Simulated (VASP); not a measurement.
Crystal: W2C.

```
W C
1.0
     3.07005    0.00000    0.00000
    -1.53502    2.65874    0.00000
     0.00000    0.00000    4.67843
W C
2 1
Direct
  0.66667 0.33333 0.25367
  0.33333 0.66667 0.74633
  0.00000 0.00000 0.00000
```

The cell comes from a database or a generator and needn't be the stable form of this composition.

Program: VASP 6.6.1. Alike in all runs: task single point; level HSE(alpha, omega); potentials or basis VASP PAW PBE potentials, release 64 (W_sv, C); no spin polarisation; cell as given; k mesh 5 × 5 × 3; cutoff (eV) 520; smearing fermi-dirac 0.05 eV; the mesh is coarse, so values aren't converged.

Q: Order these runs on this cell by their pressure, lowest first.
A. share of exact exchange 0.25
B. share of exact exchange 0.1
C. share of exact exchange 0.2
D. share of exact exchange 0.15
E. share of exact exchange 0.4

A: E (-15.6 GPa), A (-10.2 GPa), C (-8.3 GPa), D (-6.5 GPa), B (-4.6 GPa).

Caveats: all runs use coarse meshes; the PAW data sets were made with another functional, which shifts forces and pressure a little.
